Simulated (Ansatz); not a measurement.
BeO:
```xyz
4
Lattice="2.6903 0.0000 0.0000 -1.3451 2.3298 0.0000 0.0000 0.0000 4.3694" Properties=species:S:1:pos:R:3 pbc="T T T"
Be     0.0000     1.5532     4.3689
Be     1.3451     0.7766     2.1842
O      0.0000     1.5532     1.6499
O      1.3451     0.7766     3.8346
```

Relaxed with r²SCAN.

### Question
Give the Bader charges and basin volumes of the independent atoms, the program Ansatz at the r²SCAN level (PAW).

### Answer


```csv
atom,Bader charge (e),Bader volume (Å³)
Be1,+1.76,1.4
O3,-1.76,12.3
```

Space group P6_3mc (wurtzite). The cell was relaxed with r²SCAN under the symmetry of its start.

Potentials: the earlier of the program's two PAW sets. The files were generated under PBE; for other functionals the program regenerates the frozen cores, and for LDA and PBEsol the local potential too.
